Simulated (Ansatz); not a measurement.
Wanted: the native input for an Ansatz 0.2.0 run.

| Property | Result |
| --- | --- |
| Task | band structure |
| Functional | r2SCAN |
| Potentials or basis | Ansatz PAW |
| Cutoff | 500 eV (not typed: the program's choice for these potentials) |
| k mesh | 11 × 11 × 6 |
| Occupations | fermi-dirac, width 0.05 eV |
| Spin | no spin polarisation |
| Path | [["G", "M", "K", "G", "A", "L", "H", "A"], ["L", "M"], ["K", "H"]] |
| Points for each segment of the path | 14 |

The system is Pd.

```
Pd
1.0
     2.78367    0.00000    0.00000
    -1.39183    2.41072    0.00000
     0.00000    0.00000    4.62889
Pd
2
Direct
  0.33333 0.66667 0.25000
  0.66667 0.33333 0.75000
```

This isn't the form of Pd at room conditions, which is fcc.

One way to write it, as run:

input.yaml

```yaml
crystal:
  lattice:
    - [2.7836650458, 0.0, 0.0]
    - [-1.3918325229, 2.4107246453, 0.0]
    - [0.0, 0.0, 4.628893]
  atoms:
    - { symbol: Pd, position: [0.3333333333, 0.6666666667, 0.25] }
    - { symbol: Pd, position: [0.6666666667, 0.3333333333, 0.75] }
hamiltonian:
  xc: r2scan
  pseudopotentials: { kind: paw }
kpoints:
  mp_grid: { grid: [11, 11, 6] }
  band_path:
    path:
      - [[0.0, 0.0, 0.0], [0.5, 0.0, 0.0], [0.3333333333, 0.3333333333, 0.0], [0.0, 0.0, 0.0], [0.0, 0.0, 0.5], [0.5, 0.0, 0.5], [0.3333333333, 0.3333333333, 0.5], [0.0, 0.0, 0.5]]
      - [[0.5, 0.0, 0.5], [0.5, 0.0, 0.0]]
      - [[0.3333333333, 0.3333333333, 0.0], [0.3333333333, 0.3333333333, 0.5]]
    npoints: 14
scf:
  occupations: { method: fermi_dirac, width: 0.05 }
  n_extra_bands: 6
output:
  forces: true
  stress: true
  eigenvalues: true
  fatbands: true
  write_density: true
  write_potential: true
  elf: true
  volumetric_format: npy
```

Potentials or basis: Ansatz PAW.

Launch:

```sh
$ ansatz run input.yaml --threads 2 --pin off --max-ram 5632MiB --backend cpu --events-out ev --progress --plain --runs-dir out
```

It gave:

The pressure is -5.6 GPa. The band gap on the k mesh is none (metal or under the smearing width).

Caveat: the PAW data sets come from PBE, with cores solved anew for the run's functional, which leaves a small shift of forces and pressure.

Run time: 7 s on 2 threads of Arm Neoverse V1, with other jobs on the host, peak memory 0.41 GiB.
